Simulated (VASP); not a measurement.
# ZnS (F-43m) in VASP: further runs, part 2 of 2

VASP 6.6.1. The steps go on from the part before.

### 3 Born charges and dielectric tensor, PBE

INCAR reads:

```
SYSTEM = ZnS
ALGO = Normal
EDIFF = 1E-8
ENCUT = 520
GGA = PE
IBRION = 8
ISIF = 2
ISMEAR = 0
LASPH = .True.
LCHARG = .False.
LEPSILON = .True.
LREAL = .False.
LWAVE = .False.
NELM = 80
NSW = 1
PREC = Accurate
SIGMA = 0.02
```

KPOINTS reads:

```
k-points
0
Gamma
  4 4 4
  0 0 0
```

POSCAR reads:

```
ZnS                                     
1.0
   -0.0000000000      2.7274624574      2.7274624574
    2.7274624574      0.0000000000      2.7274624574
    2.7274624574      2.7274624574      0.0000000000
  Zn              S             
     1     1
Direct
     0.2500000000000000    0.2500000000000000    0.2500000000000000
     0.0000000000000000    1.0000000000000000    1.0000000000000000
```

Potentials or basis: VASP PAW PBE potentials, release 64 (Zn, S).

The run is started by

```sh
$ cat potpaw_PBE.64/Zn/POTCAR potpaw_PBE.64/S/POTCAR > POTCAR
$ mpirun -np 1 vasp_std > vasp.out
```

OUTCAR:

```text
SYSTEM = ZnS
   EDIFF = 1E-8
   ENCUT = 520
   GGA = PE
   IBRION = 8
   ISIF = 2
   ISMEAR = 0
   LASPH = .True.
   LEPSILON = .True.
   LREAL = .False.
   NELM = 80
   NSW = 1
   PREC = Accurate

 ion  position               nearest neighbor table
   1  0.250  0.250  0.250-   2 2.36   2 2.36   2 2.36   2 2.36
   2  0.000  0.000  0.000-   1 2.36   1 2.36   1 2.36   1 2.36

  LATTYP: Found a face centered cubic cell.
 ALAT       =     5.4549249148

  Lattice vectors:

 A1 = (   0.0000000000,   2.7274624574,   2.7274624574)
 A2 = (   2.7274624574,   0.0000000000,   2.7274624574)
 A3 = (   2.7274624574,   2.7274624574,   0.0000000000)

Analysis of symmetry for initial positions (statically):
=====================================================================
 Subroutine PRICEL returns:
 Original cell was already a primitive cell.

 Routine SETGRP: Setting up the symmetry group for a
 face centered cubic supercell.

 Subroutine GETGRP returns: Found 24 space group operations
 (whereof 24 operations were pure point group operations)
 out of a pool of 48 trial point group operations.

The static configuration has the point symmetry T_d .

Analysis of symmetry for dynamics (positions and initial velocities):
=====================================================================
 Subroutine PRICEL returns:
 Original cell was already a primitive cell.

 Routine SETGRP: Setting up the symmetry group for a
 face centered cubic supercell.
[... 370 lines left out ...]

 PIEZOELECTRIC TENSOR (including local field effects)  for field in x, y, z        (C/m^2)
          XX          YY          ZZ          XY          YZ          ZX
  --------------------------------------------------------------------------------
  x     0.00000    -0.00000     0.00000    -0.00000     0.80679     0.00000
  y     0.00000    -0.00000     0.00000    -0.00000     0.00000     0.80679
  z    -0.00000     0.00000    -0.00000     0.80679     0.00000    -0.00000

 BORN EFFECTIVE CHARGES (including local field effects) (in |e|, cummulative output)
 ---------------------------------------------------------------------------------
 ion    1
    1     2.41172    -0.00000    -0.00000
    2    -0.00000     2.41172     0.00000
    3     0.00000     0.00000     2.41172
 ion    2
    1    -2.41172     0.00000     0.00000
    2     0.00000    -2.41172    -0.00000
    3     0.00000    -0.00000    -2.41172

 INTERNAL STRAIN TENSOR FOR ION    2 for displacements in x,y,z  (eV/Angst):
          X           Y           Z          XY          YZ          ZX
  --------------------------------------------------------------------------------
  x    -0.00000    -0.00000    -0.00000    -0.00000     4.55050    -0.00000
  y    -0.00000    -0.00000    -0.00000    -0.00000    -0.00000     4.55050
  z    -0.00000    -0.00000    -0.00000     4.55050    -0.00000    -0.00000

 SECOND DERIVATIVES (NOT SYMMETRIZED)
 ------------------------------------
               1X          1Y          1Z          2X          2Y          2Z
  1X    -5.261521    0.000000    0.000000    5.261521    0.000000    0.000000
  1Y     0.000000   -5.261521    0.000000    0.000000    5.261521    0.000000
  1Z     0.000000    0.000000   -5.261521    0.000000    0.000000    5.261521
  2X     5.257724    0.000000    0.000000   -5.257724    0.000000    0.000000
  2Y     0.000000    5.257724    0.000000    0.000000   -5.257724    0.000000
  2Z     0.000000    0.000000    5.257724    0.000000    0.000000   -5.257724

 Eigenvectors and eigenvalues of the dynamical matrix
 ----------------------------------------------------

   1 f  =    7.729073 THz    48.563200 2PiTHz  257.814136 cm-1    31.964865 meV
             X         Y         Z           dx          dy          dz
      1.363731  1.363731  1.363731     0.000000    0.573751    0.000000
      0.000000  0.000000  0.000000     0.000000   -0.819030    0.000000
[... 21 lines left out ...]
   6 f/i=    0.001311 THz     0.008237 2PiTHz    0.043730 cm-1     0.005422 meV
             X         Y         Z           dx          dy          dz
      1.363731  1.363731  1.363731     0.000000    0.000000    0.819030
      0.000000  0.000000  0.000000     0.000000    0.000000    0.573751

--------------------------------------------------------------------------------------------------------

 MACROSCOPIC STATIC DIELECTRIC TENSOR IONIC CONTRIBUTION
 ------------------------------------------------------
           4.931264    -0.000000    -0.000000
          -0.000000     4.931264    -0.000000
          -0.000000    -0.000000     4.931264
 ------------------------------------------------------

 ELASTIC MODULI CONTR FROM IONIC RELAXATION (kBar)
 Direction    XX          YY          ZZ          XY          YZ          ZX
 --------------------------------------------------------------------------------
 XX          -0.0000     -0.0000     -0.0000     -0.0000      0.0000     -0.0000
 YY          -0.0000     -0.0000     -0.0000     -0.0000      0.0000      0.0000
 ZZ          -0.0000     -0.0000     -0.0000      0.0000      0.0000     -0.0000
 XY          -0.0000     -0.0000      0.0000   -155.5837      0.0000      0.0000
 YZ           0.0000      0.0000      0.0000      0.0000   -155.5837      0.0000
 ZX          -0.0000      0.0000     -0.0000      0.0000      0.0000   -155.5837
 --------------------------------------------------------------------------------

 PIEZOELECTRIC TENSOR IONIC CONTR  for field in x, y, z        (C/m^2)
          XX          YY          ZZ          XY          YZ          ZX
  --------------------------------------------------------------------------------
  x     0.00000     0.00000     0.00000     0.00000    -0.82420     0.00000
  y    -0.00000     0.00000    -0.00000     0.00000     0.00000    -0.82420
  z    -0.00000    -0.00000     0.00000    -0.82420     0.00000     0.00000
```

OSZICAR:

```text
N       E                     dE             d eps       ncg     rms          rms(c)
DAV:   1     0.895403290008E+02    0.89540E+02   -0.90761E+03   208   0.167E+03
DAV:   2    -0.434055835825E+00   -0.89974E+02   -0.84218E+02   223   0.295E+02
DAV:   3    -0.715364481594E+01   -0.67196E+01   -0.66835E+01   243   0.740E+01
[... 12 lines left out ...]
RMM:   7    -0.106112504188E+00   -0.65990E-05   -0.35270E-07   761   0.199E-03    0.522E-04
RMM:   8    -0.106109723819E+00    0.27804E-05    0.14746E-07   804   0.619E-04    0.103E-04
RMM:   9    -0.106108654628E+00    0.10692E-05    0.92816E-08   768   0.259E-04    0.114E-04
RMM:  10    -0.106109259577E+00   -0.60495E-06   -0.65735E-09   752   0.108E-04    0.137E-05
RMM:  11    -0.106109381871E+00   -0.12229E-06    0.42489E-08   834   0.399E-05    0.133E-05
RMM:  12    -0.106109379165E+00    0.27060E-08    0.58382E-08   779   0.105E-05    0.129E-06
 Linear response finished
```

stdout:

```text
POSCAR found type information on POSCAR ZnS
 POSCAR found :  2 types and       2 ions
 scaLAPACK will be used
 LDA part: xc-table for (Slater+PW92), standard interpolation
 POSCAR, INCAR and KPOINTS ok, starting setup
 FFT: planning ... GRIDC
 FFT: planning ... GRID_SOFT
 FFT: planning ... GRID
 WAVECAR not read
 entering main loop
[... 23 lines left out ...]
  Direction:   3
 dielectric tensor                  component  3 :     1.568     0.977     8.101
 Linear response DOF=           2
 Linear response progress:
 first order change of Fermi-energy   0.29094E-02
 force on displaced ion       1 direction 1 :  -5.262   0.000   0.000
 Born effective charge ion    1 direction 1 :   2.110   0.000   0.000
 Linear response progress:
 first order change of Fermi-energy  -0.26226E-02
 force on displaced ion       2 direction 1 :  -5.258   0.000   0.000
 Born effective charge ion    2 direction 1 :  -2.713   0.000   0.000
 Born effective charges drift removed
 Linear response finished
```

Wall time 1.8 min (1 thread of AMD EPYC 7R13 (Zen 3), shared host); peak memory 0.17 GiB.

What came out:

```
Band gap on the k mesh                                  : 1.98 eV, direct
Electronic dielectric tensor (diagonal)                 : 8.10
Born charges (mean of the diagonal)                     : Zn +2.41; S -2.41 e
Highest phonon frequency at Γ, LO-TO splitting left out : 258 cm⁻¹
```

Phonon frequencies in cm⁻¹ (negative: imaginary):
| q point | frequencies |
| --- | --- |
| (0.000, 0.000, 0.000) | 0 0 0 258 258 258 |

Electronic dielectric tensor:
```
8.10 0.00 0.00
0.00 8.10 0.00
0.00 0.00 8.10
```

Born effective charge tensors (e):
atom 1, Zn
```
2.41 0.00 0.00
0.00 2.41 0.00
0.00 0.00 2.41
```
atom 2, S
```
-2.41  0.00  0.00
 0.00 -2.41  0.00
 0.00  0.00 -2.41
```

Caveat: the k mesh is coarse (spacing up to 0.50 Å⁻¹), so the values aren't converged.
